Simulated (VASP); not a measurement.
C, 8 atoms in the cell. Symmetry: P6_3/mmc, No. 194, hexagonal system. Conventional cell: a = 2.522 Å, b = 2.522 Å, c = 8.237 Å, α = 90.00°, β = 90.00°, γ = 120.00°. C (site symmetry 3m) has 4 C at 1.54 Å as nearest neighbours. C (site symmetry 3m) is surrounded by 4 C at 1.54 Å. This is a hexagonal form of diamond, not graphite.

```yaml
Program: VASP 6.6.1
Task: relaxation of cell and atoms
Functional: vdW-DF2
Potentials_or_basis: VASP PAW PBE potentials, release 64 (C)
Cutoff: 600 eV
k_mesh: 12 × 12 × 4
Occupations: fermi-dirac, width 0.05 eV
Spin: no spin polarisation
Further_INCAR_settings: ALGO = Normal; EDIFF = 1e-06; IBRION = 2; EDIFFG = -0.01; NSW = 40; ISIF = 3
```

Potentials or basis: VASP PAW PBE potentials, release 64 (C).

Command:

```bash
$ cat potpaw_PBE.64/C/POTCAR > POTCAR
$ mpirun -np 1 vasp_std > vasp.out
```

Hardware: 1 thread of Intel(R) Xeon(R) Platinum 8375C CPU @ 2.90GHz (Ice Lake), on a shared host.

Question: How long does it take, and how much memory?

Answer: Wall time 9.3 min on 1 thread of Intel(R) Xeon(R) Platinum 8375C CPU @ 2.90GHz (Ice Lake) (shared host), peak memory 0.37 GiB. Counts: scf iterations 48, k points 57, ion steps 8.
